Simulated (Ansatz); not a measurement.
Gd in several cubic structure types, each at its own equilibrium volume.

All numbers below come from Ansatz, PBE, plane waves, PAW datasets (generated soft set 1).

Settings: cutoff 420 eV; no spin polarisation; Fermi–Dirac smearing of 0.0612 eV; k-meshes 40³ (bcc), 39³ (fcc).

Q: Rank the structures by energy per atom, lowest first.
A. bcc
B. fcc

A: A (0.0 meV/atom), B (8.3 meV/atom).

Q: Give the equilibrium volume and bulk modulus of each.

A: 
```json
{"structure": "bcc", "V₀ (Å³/atom)": "28.93", "B₀ (GPa)": "16.9"}
{"structure": "fcc", "V₀ (Å³/atom)": "28.00", "B₀ (GPa)": "15.8"}
```

Only these cubic types are compared here; the real ground state can be another structure or magnetic.

Model structures, not the usual forms at ambient conditions (metastable or hypothetical): Gd (bcc type), Gd (fcc type). The open f shell is treated without spin here, so this is a model state and not the ground state.
